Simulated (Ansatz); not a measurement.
# CuO (F-43m) in Ansatz: settings compared, part 2 of 2

Ansatz 0.2.0.

**4. Phonons, PBEsol**

File input.yaml:

```yaml
crystal:
  lattice:
    - [0.0, 2.32725273, 2.32725273]
    - [2.32725273, 0.0, 2.32725273]
    - [2.32725273, 2.32725273, 0.0]
  atoms:
    - { symbol: Cu, position: [0.0, 0.0, 0.0] }
    - { symbol: O, position: [0.25, 0.25, 0.25] }
kpoints:
  mp_grid: { grid: [10, 10, 10] }
scf:
  occupations: { method: fermi_dirac, width: 0.05 }
hamiltonian:
  xc: pbesol
  pseudopotentials: { kind: all_electron, datasets: crystal }
output: {}
phonons:
  method: dfpt
```

Potentials or basis: all-electron PAW datasets made for the crystal.

Run with:

```
ansatz run input.yaml --threads 1 --pin off --max-ram 3072MiB --backend cpu --events-out ev --progress --plain --runs-dir out
```

Standard output:

```text
Warning: RAYON_NUM_THREADS=1 ignored (pool sized by the plan → 1); use --threads N
hamiltonian.pseudopotentials.datasets: crystal makes datasets for this crystal and solves the spheres of its atoms anew in each pass: cutoff 490.0 eV, the density's 1960.0 eV; for an error of 0.50 meV an atom under PBE, 1.0 meV for the cell; an energy difference from a run of another recipe may be off by several times the error for the cell, under r2SCAN by more, where some 0.1 meV an atom stays at smaller errors; in a run that uses the all-electron wave functions in the spheres, carries its plane waves along with the cell (elastic.basis: deformed) or is on a recipe of such a run or, without exact exchange, of a hybrid, they include no finite-basis correction of the energy (for plane waves above the cutoff): energies differ from those of runs with it by up to 1.1 meV an atom at a dataset_error of 0.2 meV (4 under r2SCAN), and by more at a larger error or with an open f shell (one dataset_recipe, of a run without it, keeps both alike, but for a hybrid, which always has it); O in spheres of 0.926 Å, 6 of its electrons in bands; Cu in spheres of 1.085 Å, 11 of its electrons in bands, 8 on its site; only band paths and densities of states list, in semicore columns, the levels of the semicore shells that are solved separately: 3s of Cu, 3p of Cu
zone centre: on kpoints.mp_grid the ground state, and the responses unless they are solved on pairs of k-points, stand on 102 of the mesh's 1000 k-points, reduced under 8 symmetry operations, with k and −k counted as one. Each operation leaves every solved displacement unchanged or reverses it
Engine: ansatz 0.2.0, x86_64-unknown-linux-gnu
Pseudopotentials: kind: all_electron
Pseudopotential: Cu, paw, valence charge 19, recommended cutoff 490 eV (normal), crystal/all_electron/pbesol/scalar/gaussian/Cu, Koelling and Harmon's equation, gaussian nucleus
[... 65 lines left out ...]
  k-point 2: bands = ["-9.9376", "3.2174", "3.8009", "3.8009", "6.2759", "6.2759", "7.7466", "8.6178", "8.6178", "10.6375", "19.2143", "21.9433", "21.9433"]
  k-point 101: bands = ["-9.3963", "3.1187", "3.7409", "4.3376", "6.1241", "6.2455", "6.5967", "6.7744", "7.5471", "15.2078", "17.1303", "18.7442", "19.5935"]
--- Phonons (Γ-DFPT): 2 representative perturbations + reference, on 102 of 1000 k-points (Σ response iterations 24) ---
  k mesh reduced under 8 symmetry operations, with k and −k counted as one. Each operation leaves every solved displacement unchanged or reverses it
  ASR residual: 5.926e-5 → 0.000e0 eV/Å²; symmetrization residual: 1.283e-4 eV/Å²
  ASR residual per site (eV/Å²): 3.02e-5 5.93e-5
  Γ frequencies (cm⁻¹): 0.00 0.00 0.00 193.30 193.30 193.30
  non-analytic LO–TO correction: not included (Born effective charges unavailable; polar crystals: no LO–TO splitting at Γ)
```

second_order_force_constants.tsv:

```text
# format = ansatz-second-order-force-constants/2
# a1_ang = 0e0 2.32725273e0 2.32725273e0
# a2_ang = 2.32725273e0 0e0 2.32725273e0
[... 45 lines left out ...]
0	1	0	0	0	1	-1.7561146658840037e0	-5.259072701473412e-31	-6.573840876841759e-32	-5.259072701473412e-31	-1.7561146658840034e0	-3.681350891031388e-30	-6.573840876841764e-32	-3.681350891031388e-30	-1.7561146658840037e0
1	0	0	0	0	0	-1.7561146658840037e0	-5.259072701473412e-31	-6.573840876841764e-32	-5.259072701473412e-31	-1.7561146658840034e0	-3.681350891031388e-30	-6.573840876841759e-32	-3.681350891031388e-30	-1.7561146658840037e0
1	1	0	0	0	1	1.7561146658840037e0	5.259072701473412e-31	6.573840876841764e-32	5.259072701473412e-31	1.7561146658840034e0	3.681350891031388e-30	6.573840876841759e-32	3.681350891031388e-30	1.7561146658840037e0
```

It took 4.9 min on 1 thread of AMD EPYC (Zen 3), shared host; peak memory 0.9 GiB.

What came out:

```
Free energy                   : -47037.8611 eV
Band gap on the k mesh        : none (metal or under the smearing width)
Highest phonon frequency at Γ : 193 cm⁻¹
```

Phonon frequencies in cm⁻¹ (negative: imaginary):
```
              q point        frequencies
(0.000, 0.000, 0.000)  0 0 0 193 193 193
```

Caveat: a metal's response needs a denser mesh; the program warned that the printed levels may be off, so bands, gaps and densities of states are rough; an odd number of electrons without spin polarisation forces a metal; a magnetic or distorted state may lie lower; the run has no spin polarisation, though such a crystal can be magnetic; semilocal functionals often make such compounds metallic where correlation or magnetic order opens a gap, which also shifts bond lengths. With open d or f shells a metallic result of PBEsol can be an artefact of self-interaction; +U or a hybrid may open a gap.

**5. Elastic constants, PBE**

File input.yaml:

```yaml
crystal:
  lattice:
    - [0.0, 2.32725273, 2.32725273]
    - [2.32725273, 0.0, 2.32725273]
    - [2.32725273, 2.32725273, 0.0]
  atoms:
    - { symbol: Cu, position: [0.0, 0.0, 0.0] }
    - { symbol: O, position: [0.25, 0.25, 0.25] }
kpoints:
  mp_grid: { grid: [8, 8, 8] }
scf:
  occupations: { method: fermi_dirac, width: 0.05 }
hamiltonian:
  xc: pbe
  pseudopotentials: { kind: all_electron, lapw: { basis_error: 0.002 } }
output:
  forces: true
  stress: true
elastic:
  mode: relaxed_ion
  stencil: two_point
```

Potentials or basis: all-electron LAPW, scalar-relativistic.

Run with:

```
ansatz run input.yaml --threads 1 --pin off --max-ram 3072MiB --backend cpu --events-out ev --progress --plain --runs-dir out
```

Wall time 5.7 min (1 thread of AMD EPYC (Zen 3), shared host); peak memory 0.42 GiB.

Results (log left out):

```
Free energy                     : -47080.9765 eV
Pressure                        : -9.7 GPa
Band gap on the k mesh          : none (metal or under the smearing width)
Elastic constants C11, C12, C44 : 111, 79, 45 GPa
Voigt bulk modulus              : 90 GPa
```

Levels at points of the mesh, in eV from the Fermi level:
| k point | band 12 | band 13 | band 14 | band 15 | band 16 | band 17 |
| --- | --- | --- | --- | --- | --- | --- |
| (0.00, 0.00, 0.00) | 0.71 | 0.71 | 0.71 | 0.83 | 13.79 | 13.79 |
| (0.00, 0.00, -0.50) | -1.65 | -0.01 | -0.01 | 5.76 | 7.58 | 13.46 |
| (0.00, -0.50, -0.50) | -1.28 | -1.01 | -1.01 | 5.74 | 9.15 | 11.32 |

Elastic tensor in Voigt notation (GPa, in the Cartesian axes of the cell as first typed):
```
111  79  79   0   0   0
 79 111  79   0   0   0
 79  79 111   0   0   0
  0   0   0  45   0   0
  0   0   0   0  45   0
  0   0   0   0   0  45
```

Caveat: the k mesh is thin for a metal, which can move the energy by tens of meV per atom; a metal's response needs a denser mesh; the cell is more than 3 GPa from zero pressure, which shifts response properties; elastic constants of metals need much finer meshes, so these are rough; an odd number of electrons without spin polarisation forces a metal; a magnetic or distorted state may lie lower; the run has no spin polarisation, though such a crystal can be magnetic; semilocal functionals often make such compounds metallic where correlation or magnetic order opens a gap, which also shifts bond lengths. With open d or f shells a metallic result of PBE can be an artefact of self-interaction; +U or a hybrid may open a gap.

**6. Overview**

```csv
task,level,potentials or basis,k mesh,cutoff (eV),phonons,basis error allowed,gap on the mesh (eV),pressure (GPa)
projected density of states,PBE,"all-electron LAPW, scalar-relativistic",10 × 10 × 10,379,-,0.002 eV/atom,-,-9.5
phonons,PBE,"all-electron LAPW, scalar-relativistic",10 × 10 × 10,404,-,0.002 eV/atom,none,-
phonons,PBEsol,all-electron PAW datasets made for the crystal,10 × 10 × 10,490,method dfpt,-,none,-
elastic constants,PBE,"all-electron LAPW, scalar-relativistic",8 × 8 × 8,404,-,0.002 eV/atom,none,-9.7
```

Alike in all rows: no spin polarisation; cell as given; smearing fermi-dirac 0.05 eV.

Caveats: an odd number of electrons without spin polarisation forces a metal; a magnetic or distorted state may lie lower; the run has no spin polarisation, though such a crystal can be magnetic; semilocal functionals often make such compounds metallic where correlation or magnetic order opens a gap, which also shifts bond lengths; a metal's response needs a denser mesh (some runs); the program warned that the printed levels may be off, so bands, gaps and densities of states are rough (some runs); the k mesh is thin for a metal, which can move the energy by tens of meV per atom (some runs).

Compare energies only between runs with the same functional and basis.
